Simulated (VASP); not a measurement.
Ru:

```xyz
4
Lattice="3.5596 0.0000 0.0000 0.0000 3.5596 0.0000 0.0000 0.0000 4.6664" Properties=species:S:1:pos:R:3 pbc="T T T"
Ru    0.8899    2.3731    4.0831
Ru    1.1865    0.8899    0.5833
Ru    2.3731    2.6697    2.9165
Ru    2.6697    1.1865    1.7499
```

The cell was built by a generator and needn't be a form met in nature.

The cell isn't the ideal one: random cell with space group P4_1 (No. 76).

| Item | Value |
| --- | --- |
| Program | VASP 6.6.1 |
| Task | relaxation of cell and atoms |
| Functional | PBE |
| Potentials or basis | VASP PAW PBE potentials, release 64 (Ru_pv) |
| Cutoff | 600 eV |
| k mesh | 6 × 6 × 4 |
| Occupations | gaussian, width 0.1 eV |
| Spin | no spin polarisation |

At the start: pressure 142.4 GPa; volume 14.78 Å³/atom.

Task: How do energy, volume and symmetry change on relaxing?

Result: Over 41 steps the energy falls by 2862.2 meV/atom and the volume is 17.75 Å³/atom (+20.1 %); space group P4_12_12 (No. 92, to 0.05 Å).

The path:
```csv
step,energy change (eV),largest force (eV/Å),pressure (GPa),volume (Å³)
1,0.0000,17.0488,142.44,59.13
3,0.6480,2.5317,-12.53,199.72
5,-7.8064,0.9309,-18.00,106.40
7,-10.6701,2.4345,18.95,71.93
9,-10.7845,2.4784,8.00,75.98
11,-11.1001,0.9397,-5.80,80.76
13,-11.2950,0.2041,0.96,76.73
15,-11.3045,0.1764,-1.06,77.33
17,-11.3374,0.3951,0.48,75.55
19,-11.3534,0.7408,2.94,72.72
21,-11.3739,0.7283,1.98,72.18
23,-11.3931,0.6306,0.57,71.54
25,-11.4320,0.1755,-1.87,72.65
27,-11.4394,0.0822,-0.58,72.24
29,-11.4399,0.0907,0.02,72.03
31,-11.4416,0.0760,-0.11,71.98
33,-11.4444,0.1151,-0.67,71.72
35,-11.4458,0.1150,-0.04,71.37
37,-11.4461,0.1158,0.44,71.10
39,-11.4483,0.0489,0.04,71.03
41,-11.4487,0.0139,-0.21,70.98
```

Final structure:
```cif
data_structure
_symmetry_space_group_name_H-M 'P 1'
_symmetry_Int_Tables_number 1
_cell_length_a 3.9668
_cell_length_b 3.9668
_cell_length_c 4.5111
_cell_angle_alpha 90.000
_cell_angle_beta 90.000
_cell_angle_gamma 90.000
_cell_volume 70.98
loop_
_atom_site_label
_atom_site_type_symbol
_atom_site_fract_x
_atom_site_fract_y
_atom_site_fract_z
_atom_site_occupancy
Ru1 Ru 0.15398 0.65432 0.87500 1
Ru2 Ru 0.34568 0.15398 0.12500 1
Ru3 Ru 0.65432 0.84602 0.62500 1
Ru4 Ru 0.84602 0.34568 0.37500 1
```

Caveat: the volume moved by over 15 % at a fixed basis, so the end points are rough.
